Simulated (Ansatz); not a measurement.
Crystal: MnO.

```xyz
2
Lattice="2.9713 -1.7170 0.0000 2.9713 1.7170 0.0000 -1.9846 0.0000 2.8103" Properties=species:S:1:pos:R:3 pbc="T T T"
Mn    1.9788    0.0000    1.4070
O     3.9609    0.0000    0.7007
```

The cell comes from a database or a generator and needn't be the stable form of this composition.

Below is the output of Ansatz 0.2.0 for this cell. Logs are shortened: lines on timing, memory, paths and dates and some standing lists are left out, and cuts for length are marked.

```text
Warning: RAYON_NUM_THREADS=2 ignored (pool sized by the plan → 2); use --threads N
scf.n_extra_bands = 6 over 11 filled bands (N_el = 21.0): the run solves 17 bands
Engine: ansatz 0.2.0, x86_64-unknown-linux-gnu
Pseudopotentials: kind: paw
Pseudopotential: Mn, paw, valence charge 15, recommended cutoff 420 eV (normal), Mn.paw.azcp
Pseudopotential: O, paw, valence charge 6, recommended cutoff 420 eV (normal), O.paw.azcp
Functional definition: PBEsol
  exchange = pbesol_x
  correlation = pbesol_c
Crystal: 2 atoms, lattice volume = 28.674 Å³
Basis set: ecut = 420 eV, 537 PW (Γ), exchange–correlation on 48×48×48 points (8 copies of the dense FFT grid, shifted against one another)
Bands: 17, of which v1, the nominal top of the filled ones, is band 11 counted from 1 (10 counted from 0)
Symmetry: 2 space group operations
Space group: Cm (ITA 8), of the structure as read, at distance tolerance 3.1e-5 Å
Magnetic group: BNS 8.32 (UNI 39), of the structure as read, at distance tolerance 3.1e-5 Å
k-points: 100 of 343 (time reversal used)
Non-local potential: Mn, projectors of the file, l = 0: 3, l = 1: 2, l = 2: 3, l = 3: 1
Non-local potential: O, projectors of the file, l = 0: 2, l = 1: 2, l = 2: 1
PAW form: soft (Blöchl's): semilocal exchange-correlation on the pseudo side does not see the compensation charge
PAW frozen core: Mn, regenerated for the run's functional, and the local potential with it (the file was generated under x = pbe(κ = 0.804, μ = 0.2195149727645171), c = pbe(β = 0.06672455060314922))
PAW frozen core: O, regenerated for the run's functional, and the local potential with it (the file was generated under x = pbe(κ = 0.804, μ = 0.2195149727645171), c = pbe(β = 0.06672455060314922))
PAW one-centre angular grid: Mn, 590 points (default); XC on 64 Gauss nodes
PAW one-centre angular grid: O, 110 points (default); XC on 64 Gauss nodes
Initial density: superposition of atomic densities (chi_scale 0.1, normalization cell, long waves kept (reshape's long-wave potential 0.00 eV rms))
Starting moments: Σ|m| = 4 μB on 1 of 2 sites
Initial wavefunctions: pseudopotential atomic-orbital guess
Functional: x = pbesol(κ = 0.804, μ = 0.12345679012345678), c = pbesol(β = 0.046)
SCF iter   1: F=—  HF=-4429.759622 eV  |F-HF|=—  |Δ(HF+E_count)|=         —  Δρ=1.30e-1 (↑1.30e-1 ↓5.76e-2)  dr2=5.85e0  dr2_m=1.09e0  M=4.788 μB ∫|m|=4.788 μB  β_m=0.30  ethr=3.10e-3  ⟨swp⟩=4.6  Hψ=14416  notcnv=0
Mixer restart at iter 1: flushing history
preconditioner: auto → Kerker (q_TF=auto, 2.590 Å⁻¹)  [metal: Δε(μ)=0.013 eV  Ē_g=11.502 eV  σ=0.050 eV  W_gap=0.07  n_scr=14 (ndim 8)  ℏωp=25.0 eV  f_vac=0.000  D(μ)=1.31/eV (n_scr^D=14)]
spin=Collinear: Kerker preconditioning applied to the charge; magnetization (m = ρ↑ − ρ↓) channel mixes plain (no charge-response kernel on spin).
[... 12 lines left out ...]
SCF 1 converged in 12 iterations: F = -4429.177644 eV  dr2 = 4.14e-9
  greatest PAW one-centre occupation: 1.004 electrons in one spin orbital (limit 2), on the Mn atom at site 0 (counted from 0), in its partial waves of l = 1
NSCF: frozen V_eff on 102 k-points
SCF converged after 12 iterations
Magnetization: 4.9948 μB (12.9974 up, 8.0026 down)
Absolute magnetization: 4.9948 μB (∫|ρ↑−ρ↓|, with the PAW one-centre terms)
Spin contamination: 0.0074 ħ² per cell (⟨S²⟩ above its minimum at these occupations)
Per-site moments (μB) at R_I (Å): [(4.001710999735374, 0.8677646066960969), (0.20291891087723382, 0.8677646066960969)]
Free energy (F): -4429.177644 eV
Harris-Foulkes:  -4429.177644 eV  (|F-HF|=4.71e-9)
Internal energy: -4429.175191 eV  (E = F + TS)
E sigma→0 (E₀):  -4429.176418 eV
Entropy (-TS):   -0.002452 eV (-1.226 meV/atom)
Fermi energy:    9.240033 eV
--- Per-component energies (eV) ---
  E_band       = -329.271859
  E_kinetic    = 470.308094
  E_local      = -2682.990469  (includes V_loc(G=0)·N_el)
  E_nonlocal   = 303.034777
  E_hartree    = 1078.023625
  E_xc         = -181.371742
  E_vxc        = -232.800756  (∫ρ·V_xc dr)
  E_paw        = -1429.231255  (= ΣΔE_a)
  E_vpaw       = -342.872415  (= ΣTr[D̂ρ^β])
  E_aug_tail   = 0.002368  (compensation charges beyond the density's cutoff)
  E_ewald      = -1987.155528
  E_core_change = 0.204938  (= ΣΔE_core)
  E_smearing   = -0.002452  (= −TS)
  E_closure    = 0.000000  (closes the sum)
  Σ components = -4429.177644   (vs F -4429.177644, Δ=0.00e0)
--- Forces (eV/Å), atoms counted from 1 ---
  atom   1  Mn     0.00100551    -0.00000000    -0.00012811
  atom   2  O     -0.00100568    -0.00000000     0.00012750
  max |Σ_I F_I| component: 6.13e-7 eV/Å
--- Stress (GPa, compression-positive) ---
       -8.327538       0.000000       0.025007
        0.000000      -8.342590       0.000000
        0.025007       0.000000      -8.536103
  P = ⅓ Tr σ = -8.4021 GPa (-84.021 kbar)
--- Band table (eV; the first three rows and the last of 200) ---
  k-point 0 ↑: bands = ["-72.1317", "-41.0019", "-41.0014", "-41.0007", "-9.9817", "3.4964", "3.5085", "3.5112", "6.5468", "6.5497", "7.7274", "9.2534", "9.2538", "9.2594", "20.7869", "20.8548", "20.8572"]
  k-point 1 ↑: bands = ["-72.1314", "-41.0052", "-41.0025", "-41.0021", "-9.9038", "3.2109", "3.5743", "3.5774", "6.5239", "6.5263", "8.1139", "9.1453", "9.1465", "9.2854", "19.1210", "20.9451", "20.9478"]
  k-point 2 ↑: bands = ["-72.1307", "-41.0151", "-41.0041", "-41.0036", "-9.7275", "2.8439", "3.7076", "3.7116", "6.5470", "6.5479", "7.6287", "8.8451", "8.8462", "10.6159", "16.6461", "20.7842", "20.7980"]
  k-point 99 ↓: bands = ["-67.3361", "-36.3198", "-36.2987", "-36.2948", "-9.1220", "3.6807", "4.7847", "5.0124", "10.4105", "10.8856", "10.9611", "11.8562", "12.0460", "14.9009", "16.1284", "20.5423", "22.1236"]
```

Question: What input gives this log?

Answer: Band structure with PBEsol, collinear spin, ferromagnetic start. The files as run (others can give the same):

input.yaml
```yaml
crystal:
  lattice:
    - [2.9712935166, -1.7169813801, 0.0]
    - [2.9712935166, 1.7169813801, 0.0]
    - [-1.9846287531, 0.0, 2.8103092467]
  atoms:
    - { symbol: Mn, position: [0.500199, 0.500199, 0.500665], spin: 4.0 }
    - { symbol: O, position: [0.7498025, 0.7498025, 0.249336] }
hamiltonian:
  xc: pbesol
  pseudopotentials: { kind: paw }
magnetization:
  spin_polarized: true
kpoints:
  mp_grid: { grid: [7, 7, 7] }
  band_path:
    path:
      - [[0.0, 0.0, -0.5], [0.0, 0.0, 0.0], [0.5, 0.0, 0.0]]
      - [[0.5, 0.0, -0.5], [0.0, 0.0, 0.0], [-0.5, -0.5, 0.5]]
      - [[-0.5, -0.5, 0.0], [0.0, 0.0, 0.0], [0.0, -0.5, 0.5]]
      - [[0.0, -0.5, 0.0], [0.0, 0.0, 0.0]]
    npoints: 14
scf:
  occupations: { method: fermi_dirac, width: 0.05 }
  n_extra_bands: 6
output:
  forces: true
  stress: true
  eigenvalues: true
  fatbands: true
```

Potentials or basis: Ansatz PAW.
Run with:
```sh
$ ansatz run input.yaml --threads 2 --pin off --max-ram 5632MiB --backend cpu --events-out ev --progress --plain --runs-dir out
```

Caveat: the pressure holds a Pulay correction of +0.5 GPa for the finite cutoff; a cell with one magnetic atom can't hold antiferromagnetic order, which such compounds often take; semilocal functionals often make such compounds metallic where correlation or magnetic order opens a gap, which also shifts bond lengths; the PAW data sets come from PBE, with cores solved anew for the run's functional, which leaves a small shift of forces and pressure.
